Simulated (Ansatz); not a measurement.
# BN: pressure against volume

BN, F-43m, a = 3.610 Å. The compound has several low-lying forms, and this is one of them. Ansatz: r2SCAN, PAW, 500 eV, Γ-centred 12×12×12 mesh on 2 atoms, Gaussian smearing 0.02 eV; no spin polarisation. Symmetry fixes shape and atoms, so the cell is only scaled; pressure is positive in compression.

| V (Å³/atom) | P (GPa) |
| --- | --- |
| 5.173 | 63.16 |
| 5.350 | 43.89 |
| 5.526 | ? |
| 5.703 | 12.66 |
| 5.879 | 0.04 |
| 6.055 | -10.94 |
| 6.232 | -20.49 |
| 6.467 | -31.32 |

Task: Take V0 = 5.879 Å³/atom, count pressures from its P0 = 0.04 GPa, fit the third-order Birch–Murnaghan form to the other rows, and predict the missing pressure.

Result: With the Eulerian strain f = ½[(V0/V)^(2/3) − 1] and y = (P − P0)/[3f(1 + 2f)^(5/2)], the form is the line y = B0 + 1.5 B0 (B0′ − 4) f. Rows (f, y): 0.04452, 381.8; 0.03244, 385.0; 0.01023, 390.9; -0.00974, 394.7; -0.01906, 395.7; -0.03079, 398.0. Means f = 0.004600, y = 391.02; Σ(Δf)² = 0.004418, ΣΔfΔy = -0.9469; the slope is their ratio. y = 392.0 − 214.3 f GPa, so B0 = 392.0 GPa and B0′ = 4 + 2 × (-214.3)/(3 × 392.0) = 3.64. At V = 5.526, f = 0.02107, y = 387.48 and P = 27.20 GPa. The run gave 27.18 GPa, so the fit is 0.02 GPa too high, within the rms miss on the fitted rows (0.05 GPa).